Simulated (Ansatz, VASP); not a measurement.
Given: the input of a run of VASP 6.6.1 on SrO.

Contents of INCAR:

```
SYSTEM = SrO
PREC = Accurate
ENCUT = 520
EDIFF = 1E-6
ISMEAR = -1
SIGMA = 0.05
LREAL = .FALSE.
LASPH = .TRUE.
NELM = 100
ALGO = Normal
ISIF = 2
LWAVE = .FALSE.
LCHARG = .FALSE.
GGA = CA
NBANDS = 15
```

File KPOINTS:

```
Automatic mesh
0
G
  9 9 9
  0 0 0
```

POSCAR

```
SrO
1.0
    0.0000000000      2.5316160185      2.5316160185
    2.5316160185      0.0000000000      2.5316160185
    2.5316160185      2.5316160185      0.0000000000
Sr O
1 1
Direct
    0.5000000000      0.5000000000      0.5000000000
    0.0000000000      0.0000000000      0.0000000000
```

Potentials or basis: VASP PAW LDA potentials, release 64 (Sr_sv, O).

The run is started by

```sh
$ cat potpaw_LDA.64/Sr_sv/POTCAR potpaw_LDA.64/O/POTCAR > POTCAR
$ mpirun -np 1 vasp_std > vasp.out
```

Set up the same calculation for Ansatz 0.2.0. Potentials there: JTH PAW LDA.

As run (the cutoff follows the program's own potentials):

File input.yaml:

```yaml
crystal:
  lattice:
    - [0.0, 2.5316160185, 2.5316160185]
    - [2.5316160185, 0.0, 2.5316160185]
    - [2.5316160185, 2.5316160185, 0.0]
  atoms:
    - { symbol: Sr, position: [0.5, 0.5, 0.5] }
    - { symbol: O, position: [0.0, 0.0, 0.0] }
hamiltonian:
  xc: lda
  pseudopotentials: { kind: paw, xc_functional: lda, accuracy: standard }
kpoints:
  mp_grid: { grid: [9, 9, 9] }
scf:
  occupations: { method: fermi_dirac, width: 0.05 }
output:
  forces: true
  stress: true
  eigenvalues: true
```

Potentials or basis: JTH PAW LDA.

Command:

```bash
$ ansatz run input.yaml --threads 2 --pin off --max-ram 5120MiB --backend cpu --events-out ev --progress --plain --runs-dir out
```

Both were run:

|  | VASP | Ansatz | Ansatz less VASP |
| --- | --- | --- | --- |
| gap on the k mesh at the Fermi level (eV) | 3.12 | 3.18 | +0.063 |
| least direct gap on the mesh (eV) | 3.18 | 3.23 | +0.053 |
| pressure (GPa) | 0.9 | -0.1 | -1.00 |

Caveats: an odd mesh through Γ misses points on the zone boundary, where band edges often lie (VASP); odd divisions of the mesh miss points on the zone boundary, where band edges often lie, so the gap on the mesh can be too wide (Ansatz). Expect the measured gap to be larger: semilocal functionals such as LDA lack the derivative discontinuity.
